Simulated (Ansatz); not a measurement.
An Ansatz input:

```yaml
crystal:
  lattice:
    - [0.0, 2.56990314, 2.56990314]
    - [2.56990314, 0.0, 2.56990314]
    - [2.56990314, 2.56990314, 0.0]
  atoms:
    - { symbol: Pd, position: [0.0, 0.0, 0.0], spin: 0.5 }
    - { symbol: Pd, position: [0.5, 0.5, 0.5], spin: -0.5 }
hamiltonian:
  xc: rpbe
  pseudopotentials:
    kind: paw
    azcp:
      Pd: "pseudopotentials/Pd.paw.azcp"
basis:
  ecutwfc: 420
  fft_grid_basis: typed
kpoints:
  mp_grid: { grid: [12, 12, 12], shift: [0, 0, 0] }
magnetization:
  spin_polarized: true
scf:
  occupations: { method: fermi_dirac, width: 0.05 }
  lower_state_search: "off"
output:
  stress: true
```

Terminal output

```
Engine: ansatz 0.2.0, aarch64-unknown-linux-gnu
Pseudopotentials: kind: paw
Pseudopotential: Pd, paw, valence charge 18, recommended cutoff 420 eV (normal) 
Functional definition: RPBE
  parameter kappa = 0.804
  parameter beta = 0.06672455060314922
  exchange = rpbe_x(kappa = kappa, mu = beta*pi^2/3)
  correlation = pbe_c(beta = beta)
Crystal: 2 atoms, lattice volume = 33.945 Å³
Basis set: ecut = 420 eV, 645 PW (Γ)
Bands: 23, of which v1, the nominal top of the filled ones, is band 18 counted from 1 (17 counted from 0)
Symmetry: 48 space group operations
Space group: Fm-3m (ITA 225), of the structure as read, at distance tolerance 3.2e-5 Å
Magnetic group: BNS 225.121 (UNI 1623), of the structure as read, at distance tolerance 3.2e-5 Å
k-points: 72 of 1728
Non-local potential: Pd, projectors of the file, l = 0: 2, l = 1: 2, l = 2: 2, l = 3: 1
PAW form: soft (Blöchl's): semilocal exchange-correlation on the pseudo side does not see the compensation charge
PAW frozen core: Pd, regenerated for the run's functional, and the local potential with it (the file was generated under x = pbe(κ = 0.804, μ = 0.2195149727645171), c = pbe(β = 0.06672455060314922))
PAW one-centre angular grid: Pd, 590 points (default); XC on 64 Gauss nodes
Initial density: superposition of atomic densities (chi_scale 0.1, normalization cell)
Starting moments: Σ|m| = 1 μB on 2 of 2 sites
Starting magnetic order: antiferromagnet; a translation exchanges its spin sublattices: spin-degenerate at every k-point
Initial wavefunctions: pseudopotential atomic-orbital guess
Functional: x = rpbe, c = pbe(β = 0.06672455060314922)
the translation (0.5, 0.5, 0.5) carries every atom to within crystal.symmetry.tolerance of an atom of its element with the starting moment reversed, but both spin channels are solved: the dense FFT box has an odd point count along it
SCF iter   1: F=—  HF=-13961.579159 eV  |F-HF|=—  |Δ(HF+E_count)|=         —  Δρ=7.10e-2 (↑7.10e-2 ↓7.10e-2)  dr2=6.19e0  dr2_m=2.13e-1  M=0.000 μB ∫|m|=0.231 μB  β_m=0.30  ethr=3.10e-3  ⟨swp⟩=5.4  Hψ=13346  notcnv=0
spin=Collinear: Kerker preconditioning applied to the charge; magnetization (m = ρ↑ − ρ↓) channel mixes plain (no charge-response kernel on spin).
SCF iter   2: F=—  HF=-13960.562670 eV  |F-HF|=—  |Δ(HF+E_count)|=    1.02e0  Δρ=4.29e-2 (↑4.29e-2 ↓4.29e-2)  dr2=2.00e0  dr2_m=1.29e-1  M=0.000 μB ∫|m|=0.165 μB  β_m=0.30  ethr=3.10e-3  ⟨swp⟩=2.5  Hψ=6668  notcnv=0  defer=28
SCF iter   3: F=—  HF=-13960.100997 eV  |F-HF|=—  |Δ(HF+E_count)|=   4.62e-1  Δρ=2.10e-2 (↑2.10e-2 ↓2.10e-2)  dr2=1.26e-1  dr2_m=7.77e-2  M=0.000 μB ∫|m|=0.116 μB  β_m=0.30  ethr=3.10e-3  ⟨swp⟩=2.1  Hψ=5420  notcnv=0  defer=28
SCF iter   4: F=—  HF=-13960.103330 eV  |F-HF|=—  |Δ(HF+E_count)|=   2.33e-3  Δρ=1.26e-2 (↑1.26e-2 ↓1.26e-2)  dr2=7.05e-3  dr2_m=4.52e-2  M=0.000 μB ∫|m|=0.087 μB  β_m=0.30  ethr=3.49e-4  ⟨swp⟩=2.3  Hψ=7366  notcnv=0  defer=18
SCF iter   5: F=—  HF=-13960.110886 eV  |F-HF|=—  |Δ(HF+E_count)|=   7.56e-3  Δρ=9.58e-3 (↑9.58e-3 ↓9.58e-3)  dr2=4.19e-3  dr2_m=2.61e-2  M=0.000 μB ∫|m|=0.067 μB  β_m=0.30  ethr=1.96e-5  ⟨swp⟩=1.0  Hψ=3296  notcnv=0  defer=18
SCF iter   6: F=—  HF=-13960.117633 eV  |F-HF|=—  |Δ(HF+E_count)|=   6.75e-3  Δρ=6.98e-3 (↑6.98e-3 ↓6.98e-3)  dr2=1.20e-4  dr2_m=1.51e-2  M=0.000 μB ∫|m|=0.051 μB  β_m=0.30  ethr=1.17e-5  ⟨swp⟩=2.1  Hψ=5414  notcnv=0  defer=18
SCF iter   7: F=—  HF=-13960.119716 eV  |F-HF|=—  |Δ(HF+E_count)|=   2.08e-3  Δρ=5.32e-3 (↑5.32e-3 ↓5.32e-3)  dr2=6.18e-5  dr2_m=8.75e-3  M=0.000 μB ∫|m|=0.039 μB  β_m=0.30  ethr=3.35e-7  ⟨swp⟩=2.0  Hψ=4736  notcnv=0  defer=18
Mixer restart at iter 7: flushing history
spin-set hold released at iteration 7 (site moments contracting): the magnetisation degrees of freedom join the quasi-Newton model from the next iteration; the mixer history was flushed
SCF iter   8: F=—  HF=-13960.120864 eV  |F-HF|=—  |Δ(HF+E_count)|=   1.15e-3  Δρ=4.05e-3 (↑4.05e-3 ↓4.05e-3)  dr2=4.28e-5  dr2_m=5.07e-3  M=0.000 μB ∫|m|=0.030 μB  β_m=0.65  ethr=1.72e-7  ⟨swp⟩=2.0  Hψ=4688  notcnv=0  defer=18
SCF iter   9: F=—  HF=-13960.122500 eV  |F-HF|=—  |Δ(HF+E_count)|=   1.64e-3  Δρ=9.64e-5 (↑9.64e-5 ↓9.64e-5)  dr2=4.92e-6  dr2_m=1.43e-6  M=0.000 μB ∫|m|=0.001 μB  β_m=0.72  ethr=1.19e-7  ⟨swp⟩=3.0  Hψ=7196  notcnv=0  defer=18
SCF iter  10: F=—  HF=-13960.122503 eV  |F-HF|=—  |Δ(HF+E_count)|=   2.86e-6  Δρ=3.45e-5 (↑3.44e-5 ↓3.45e-5)  dr2=4.86e-7  dr2_m=1.96e-7  M=0.000 μB ∫|m|=0.000 μB  β_m=0.85  ethr=1.37e-8  ⟨swp⟩=2.3  Hψ=4906  notcnv=0  defer=18
SCF iter  11: F=—  HF=-13960.122504 eV  |F-HF|=—  |Δ(HF+E_count)|=   9.33e-7  Δρ=1.27e-5 (↑1.27e-5 ↓1.27e-5)  dr2=1.47e-7  dr2_m=4.31e-9  M=0.000 μB ∫|m|=0.000 μB  β_m=0.89  ethr=2.78e-10  ⟨swp⟩=4.0  Hψ=10193  notcnv=0
iter 12 did not close the SCF: its close was put off for a magnetic moment that had not settled (scf_convergence_deferred on its scf_iter line)
SCF iter  12: F=-13960.122504 eV  HF=-13960.122504 eV  |F-HF|=1.20e-8  |Δ(HF+E_count)|=   1.27e-7  Δρ=4.43e-6 (↑4.43e-6 ↓4.39e-6)  dr2=2.84e-8  dr2_m=7.95e-11  M=0.000 μB ∫|m|=0.000 μB  β_m=0.95  ethr=2.78e-10  ⟨swp⟩=3.7  Hψ=9264  notcnv=0
SCF iter  13: F=-13960.122504 eV  HF=-13960.122504 eV  |F-HF|=3.86e-10  |Δ(HF+E_count)|=   2.11e-8  Δρ=9.97e-7 (↑8.37e-7 ↓9.97e-7)  dr2=1.05e-9  dr2_m=2.22e-11  M=0.000 μB ∫|m|=0.000 μB  ethr=7.90e-11  ⟨swp⟩=1.6  Hψ=8625  notcnv=0
WARN: the starting moments were not kept: the SCF closed with an absolute magnetisation of 2.4e-6 μB, where they sum to 1 μB in size (2 sites). That is at most 0.1 of that sum. Measured as dr2_m measures the in/out step, that magnetisation stands 1.9e-12 eV from none, at or under the dr2_threshold of 1.0e-7 eV: it is no larger than a step whose dr2_m would equal this threshold. The system may hold no moment; this SCF shows only that its start led to no more than that. To try another start: raise the starting moments (crystal.atoms[].spin, magnetization.per_species, magnetization.initial_magnetization, or on a non-collinear deck that types none of these the spinor_matrix: blocks that start its atoms; where the total moment is fixed, keep their sum and leave initial_magnetization as it is; typed ones take the place of any that the run laid by itself, positive ones on a crystal's lanthanoids without a Hubbard term where scf.initial_density.shell_occupations: [] is typed) or, if the notice of its spin-set hold's release reads "site moments contracting" or "site moments show no strong build", lengthen the hold (scf.mixing.spin_hold: { on: { confirm: 4 } }; for m-r²SCAN on two components see the key's manual first). Each may lead to a state that holds a moment. A second SCF, from the converged charge density, with the starting moments and any scf.initial_density.shell_occupations laid on it anew, would have followed, and was not run: the deck does not ask for one (magnetization.retry_lost_moments is false, the default). To let it run, set magnetization.retry_lost_moments: true and run the deck again, where that key's refused combinations let it; where memory then withholds it, that run's warning says so.
SCF 1 converged in 13 iterations: F = -13960.122504 eV  dr2 = 1.05e-9
SCF converged after 13 iterations
Magnetization: 0.0000 μB (18.0000 up, 18.0000 down)
Absolute magnetization: 0.0000 μB (∫|ρ↑−ρ↓|, with the PAW one-centre terms)
Spin contamination: 0.0000 ħ² per cell (⟨S²⟩ above its minimum at these occupations)
Per-site moments (μB) at R_I (Å): [(-1.0147078178038492e-6, 1.0600850452500001), (1.1633558747501696e-6, 1.0600850452500001)]
Free energy (F): -13960.122504 eV
Harris-Foulkes:  -13960.122504 eV  (|F-HF|=3.86e-10)
Internal energy: -13960.096712 eV  (E = F + TS)
E sigma→0 (E₀):  -13960.109608 eV
Entropy (-TS):   -0.025793 eV (-12.896 meV/atom)
Fermi energy:    16.706564 eV
--- Per-component energies (eV) ---
  E_band       = -379.777065
  E_kinetic    = 1030.982901
  E_local      = -4076.542496  (includes V_loc(G=0)·N_el)
  E_nonlocal   = 433.818977
  E_hartree    = 1657.565147
  E_xc         = -337.480168
  E_vxc        = -422.613873  (∫ρ·V_xc dr)
  E_paw        = -7517.302418  (= ΣΔE_a)
  E_vpaw       = -660.553641  (= ΣTr[D̂ρ^β])
  E_aug_tail   = 0.000481  (compensation charges beyond the density's cutoff)
  E_ewald      = -5150.921452
  E_core_change = -0.217683  (= ΣΔE_core)
  E_smearing   = -0.025793  (= −TS)
  E_closure    = -0.000000  (closes the sum)
  Σ components = -13960.122504   (vs F -13960.122504, Δ=0.00e0)
--- Stress (GPa, compression-positive) ---
       11.223475       0.000000      -0.000000
        0.000000      11.223475      -0.000000
       -0.000000       0.000000      11.223475
  P = ⅓ Tr σ = 11.2235 GPa (112.235 kbar)
```
